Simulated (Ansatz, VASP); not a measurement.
**Ta in VASP and in Ansatz**

Contents of INCAR:

```
SYSTEM = Ta
ALGO = Fast
EDIFF = 1E-7
ENCUT = 520
GGA = RP
ISIF = 2
ISMEAR = -1
LASPH = .True.
LCHARG = .True.
LELF = .True.
LREAL = .False.
LVHAR = .True.
LWAVE = .False.
NBANDS = 30
NELM = 60
PREC = Accurate
SIGMA = 0.1
```

Contents of KPOINTS:

```
k-points
0
Gamma
  14 14 4
  0 0 0
```

Contents of POSCAR:

```
Ta
1.0
    3.0370472297      0.0000000000      0.0000000000
   -1.5185236149      2.6301600534      0.0000000000
    0.0000000000      0.0000000000     10.3444100407
Ta
4
Direct
    1.0000000000      1.0000000000      1.0000000000
    1.0000000000      1.0000000000      0.5000000000
    0.3333333333      0.6666666667      0.2500000000
    0.6666666667      0.3333333333      0.7500000000
```

Input for Ansatz:

```yaml
crystal:
  lattice:
    - [3.0370472297, 0.0, 0.0]
    - [-1.5185236149, 2.6301600534, 0.0]
    - [0.0, 0.0, 10.3444100407]
  atoms:
    - { symbol: Ta, position: [1.0, 1.0, 1.0] }
    - { symbol: Ta, position: [1.0, 1.0, 0.5] }
    - { symbol: Ta, position: [0.3333333333, 0.6666666667, 0.25] }
    - { symbol: Ta, position: [0.6666666667, 0.3333333333, 0.75] }
hamiltonian:
  xc: rpbe
  pseudopotentials:
    kind: paw
    azcp:
      Ta: "pseudopotentials/Ta.paw.azcp"
basis:
  ecutwfc: 420
  fft_grid_basis: typed
kpoints:
  mp_grid: { grid: [14, 14, 4], shift: [0, 0, 0] }
magnetization:
  spin_polarized: false
scf:
  occupations: { method: fermi_dirac, width: 0.1 }
  lower_state_search: "off"
output:
  stress: true
```

Alike in both runs: task single point; functional RPBE; k mesh 14 × 14 × 4; occupations fermi-dirac, width 0.1 eV; no spin polarisation.

|  | VASP | Ansatz |
| --- | --- | --- |
| version | VASP 6.6.1 | Ansatz 0.2.0 |
| potentials or method | VASP PAW PBE potentials, release 64 (Ta_pv) | plane waves (420 eV) with PAW, scalar-relativistic |
| plane-wave cutoff (eV) | 520 | 420 |
| valence electrons in the cell | 44 | 52 |

```tsv
	VASP	Ansatz	Ansatz less VASP
pressure (GPa)	-12.2	-12.2	+0.06
```

The two sets of potentials don't hold the same shells in valence.

Caveats: the PAW data sets were made with another functional, which shifts forces and pressure a little (VASP). The runs have no spin-orbit coupling, so splittings on Ta are missing.
